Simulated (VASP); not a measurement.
BN (strained wurtzite), PBE single-point calculation: VASP's output and Ansatz's

POSCAR

```
B  N
 1.0000000000000000
     2.6457079995215311    0.0000000000288676    0.0000000000000000
    -1.3228539997857653    2.2912503385669196    0.0000000000000000
     0.0000000000000000    0.0000000000000000    4.3761279552000003
 B   N
   2   2
Cartesian
 -0.0000000000166665  1.5275002257209025 -0.0014749458806350
  1.3228539997524325  0.7637501128748850  2.1865890317193650
 -0.0000000000166665  1.5275002257209025  1.6425229290806351
  1.3228539997524325  0.7637501128748850  3.8305869066806348
```

VASP ran with the recommended PBE PAW datasets (16 valence electrons in the cell).

From OUTCAR

```
k-points           NKPTS =     76   k-points in BZ     NKDIM =     76   number of bands    NBANDS=     16

   NELECT =      16.0000    total number of electrons

   dimension x,y,z NGX =    20 NGY =   20 NGZ =   36
   dimension x,y,z NGXF=    40 NGYF=   40 NGZF=   72

  energy-cutoff  :      520.00
  volume of cell :       26.53
      direct lattice vectors                 reciprocal lattice vectors
     2.645708000  0.000000000  0.000000000     0.377970660  0.218221463  0.000000000
    -1.322854000  2.291250339  0.000000000    -0.000000000  0.436442925  0.000000000
     0.000000000  0.000000000  4.376127955     0.000000000  0.000000000  0.228512514

 k-points in reciprocal lattice and weights: KPOINTS created by Atomic Simulation Env
   0.00000000  0.00000000  0.00000000       0.001
   0.08333333  0.00000000  0.00000000       0.007
   0.16666667 -0.00000000  0.00000000       0.007
   0.25000000  0.00000000  0.00000000       0.007
   0.33333333  0.00000000  0.00000000       0.007
   0.41666667  0.00000000  0.00000000       0.007
   0.50000000  0.00000000  0.00000000       0.003
   0.08333333  0.08333333  0.00000000       0.007
   ...

 E-fermi :   6.6264

 k-point     1 :       0.0000    0.0000    0.0000
  band No.  band energies     occupation
      1     -12.9505      2.00000
      2      -9.3207      2.00000
      3      -3.6779      2.00000
      4       4.2775      2.00000
      5       4.2775      2.00000
      6       5.9902      2.00000
      7       6.1540      2.00000
      8       6.1540      2.00000
      9      13.9730      0.00000
     10      14.0857      0.00000
     11      14.0857      0.00000
     12      14.3383      0.00000
     13      15.3578      0.00000
     14      17.2020      0.00000
     15      17.2020      0.00000
     16      20.9228      0.00000

 k-point     2 :       0.0833    0.0000    0.0000
  band No.  band energies     occupation
      1     -12.8134      2.00000
      2      -9.2180      2.00000
      3      -3.5404      2.00000
      4       3.6319      2.00000
      5       4.0304      2.00000
      6       5.6031      2.00000
      7       5.8574      2.00000
      8       6.0117      2.00000
      9      13.7110      0.00000
     10      14.3019      0.00000
     11      14.3556      0.00000
     12      14.8569      0.00000
     13      15.8467      0.00000
     14      17.2490      0.00000
     15      17.5850      0.00000
     16      20.7470      0.00000

 k-point     3 :       0.1667   -0.0000    0.0000
  band No.  band energies     occupation
      1     -12.4073      2.00000
      2      -8.9257      2.00000
      3      -3.1340      2.00000
      4       2.0961      2.00000
      5       3.4451      2.00000
      6       4.2643      2.00000
      7       5.4580      2.00000
      8       5.6256      2.00000
      9      13.3446      0.00000
     10      14.6262      0.00000
     11      15.0024      0.00000
     12      15.7611      0.00000
     13      16.6141      0.00000
     14      17.8703      0.00000
     15      18.5827      0.00000
     16      20.2787      0.00000

 k-point     4 :       0.2500    0.0000    0.0000
  band No.  band energies     occupation
      1     -11.7509      2.00000
      2      -8.5029      2.00000
      3      -2.4805      2.00000
      4       0.2979      2.00000
      5       2.6216      2.00000
      6       2.7841      2.00000
      7       4.7910      2.00000
      8       5.1302      2.00000
      9      12.9749      0.00000
     10      14.9070      0.00000
     11      15.6563      0.00000
     12      15.8240      0.00000
     13      17.3369      0.00000
     14      19.0367      0.00000
     15      19.8717      0.00000
     16      20.1528      0.00000

 k-point     5 :       0.3333    0.0000    0.0000
  band No.  band energies     occupation
      1     -10.8897      2.00000
      2      -8.0975      2.00000
      3      -1.6484      2.00000
      4      -1.2836      2.00000
      5       1.0074      2.00000
      6       2.2244      2.00000
      7       3.8876      2.00000
      8       4.6777      2.00000
      9      12.6834      0.00000
     10      14.5404      0.00000
     11      16.0496      0.00000
     12      16.1560      0.00000
     13      17.2613      0.00000
     14      20.1596      0.00000
     15      20.2914      0.00000
     16      21.1118      0.00000

 k-point     6 :       0.4167    0.0000    0.0000
  band No.  band energies     occupation
      1      -9.9421      2.00000
      2      -7.9897      2.00000
      3      -2.2933      2.00000
      4      -0.7958      2.00000
      5      -0.2192      2.00000
      6       1.8596      2.00000
      7       2.8976      2.00000
      8       4.3713      2.00000
      9      12.5133      0.00000
     10      14.0021      0.00000
     11      16.1959      0.00000
     12      16.4180      0.00000
     13      17.4882      0.00000
     14      19.6301      0.00000
     15      20.9996      0.00000
     16      21.9989      0.00000

 ...

  Total       -5.3225748     -5.3225748     -5.3449935     -0.0000000     -0.0000000      0.0000000
  in kB     -321.4607047   -321.4607047   -322.8146977     -0.0000000     -0.0000000      0.0000000
  external PRESSURE =    -321.9120357 kB  Pullay stress =       0.0000000 kB

 POSITION                                       TOTAL-FORCE (eV/Angst)
 -----------------------------------------------------------------------------------
     -0.00000      1.52750      4.37465        -0.000000      0.000000      0.009172
      1.32285      0.76375      2.18659         0.000000     -0.000000      0.009172
     -0.00000      1.52750      1.64252         0.000000     -0.000000     -0.009172
      1.32285      0.76375      3.83059        -0.000000      0.000000     -0.009172
 -----------------------------------------------------------------------------------
    total drift:                                0.000000      0.000000      0.000016

  FREE ENERGIE OF THE ION-ELECTRON SYSTEM (eV)
  ---------------------------------------------------
  free  energy   TOTEN  =       -34.5490044115 eV

  energy  without entropy=      -34.5490044115  energy(sigma->0) =      -34.54900441
```

Each program uses its own PAW datasets. VASP's cell holds 16 valence electrons and Ansatz's 16. Ansatz's stress includes a Pulay correction; VASP's doesn't.

Problem. What does Ansatz give for the same cell and level of theory?

Solution. gap between bands v and c 5.42 eV; least direct gap 7.69 eV; pressure -32.1 GPa.

Ansatz printed

```
SCF 1 converged in 6 iterations: F = -1084.193656 eV  dr2 = 1.08e-9
  greatest PAW one-centre occupation: 0.779 electrons in one spin orbital (limit 2), on the N atom at site 3 (counted from 0), in its partial waves of l = 0
NSCF: frozen V_eff on 7 k-points
SCF converged after 6 iterations
Free energy (F): -1084.193656 eV
Harris-Foulkes:  -1084.193656 eV  (|F-HF|=1.95e-9)
Internal energy: -1084.193656 eV  (E = F + TS)
E sigma→0 (E₀):  -1084.193656 eV
Fermi energy:    12.226040 eV
--- Per-component energies (eV) ---
  E_band       = 33.330646
  E_kinetic    = 358.281243
  E_local      = -375.294541  (includes V_loc(G=0)·N_el)
  E_nonlocal   = 111.546503
  E_hartree    = 105.225220
  E_xc         = -183.627430
  E_vxc        = -228.166738  (∫ρ·V_xc dr)
  E_paw        = -411.637169  (= ΣΔE_a)
  E_vpaw       = -43.486348  (= ΣTr[D̂ρ^β])
  E_aug_tail   = 0.000199  (compensation charges beyond the density's cutoff)
  E_ewald      = -688.687682
  E_smearing   = -0.000000  (= −TS)
  E_closure    = 0.000000  (closes the sum)
  Σ components = -1084.193656   (vs F -1084.193656, Δ=0.00e0)
--- Forces (eV/Å), atoms counted from 1 ---
  atom   1  B      0.00000000     0.00000000     0.00615044
  atom   2  B     -0.00000000     0.00000000     0.00615044
  atom   3  N     -0.00000000     0.00000000    -0.00615459
  atom   4  N      0.00000000     0.00000000    -0.00615459
  max |Σ_I F_I| component: 8.29e-6 eV/Å
--- Stress (GPa, compression-positive) ---
      -32.110108       0.000000       0.000000
       -0.000000     -32.110108       0.000000
        0.000000       0.000000     -32.209391
  P = ⅓ Tr σ = -32.1432 GPa (-321.432 kbar)
--- Band table (eV; the first three rows and the last of 76) ---
  k-point 0: bands = ["-9.5905", "-5.9588", "-0.3172", "7.6399", "7.6399", "9.3526", "9.5165", "9.5165", "17.3317", "17.4576", "17.4576", "17.6936", "18.7101"]
  k-point 1: bands = ["-9.4394", "-6.4203", "0.4154", "7.7451", "7.7451", "8.5067", "9.3621", "9.3621", "17.6383", "17.6383", "17.7223", "17.7961", "18.8107"]
  k-point 2: bands = ["-8.9929", "-7.3563", "2.1450", "6.5710", "8.0430", "8.0430", "8.9680", "8.9680", "17.8086", "18.0672", "18.1380", "18.1380", "19.6475"]
  k-point 75: bands = ["-4.8289", "-4.8289", "1.3972", "1.3972", "2.7099", "2.7099", "6.8559", "6.8559", "17.9490", "17.9490", "19.2953", "19.2953", "22.5570"]
```
